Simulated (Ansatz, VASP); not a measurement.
## Al: VASP beside Ansatz

```xyz
1
Lattice="-1.9561 1.6112 1.6112 1.6112 -1.9561 1.6112 1.6112 1.6112 -1.9561" Properties=species:S:1:pos:R:3 pbc="T T T"
Al    0.0000    0.0000    0.0000
```

Alike in both runs: task single point; functional LDA; k mesh 24 × 24 × 24; occupations methfessel-paxton of order 1, width 0.2 eV; no spin polarisation.

|  | VASP | Ansatz |
| --- | --- | --- |
| version | VASP 6.6.1 | Ansatz 0.2.0 |
| potentials or method | VASP PAW LDA potentials, release 64 (Al) | scalar-relativistic, plane waves, PAW |
| plane-wave cutoff (eV) | 520 | 420 |
| valence electrons in the cell | 3 | 3 |

VASP gave:

| Property | Result |
| --- | --- |
| gap on the k mesh at the Fermi level (eV) | none |
| pressure (GPa) | 21.0 |
| largest component of the traceless stress (GPa) | 26.39 |

Estimate Ansatz's values.

gap on the k mesh at the Fermi level (eV): none; pressure (GPa): 20.8; largest component of the traceless stress (GPa): 26.16.

A gap of «none» marks a metal or a gap that the smearing closes.

Caveats: so large a pressure means that the cell lies far from this level's equilibrium, or that cutoff or potentials fall short (VASP).
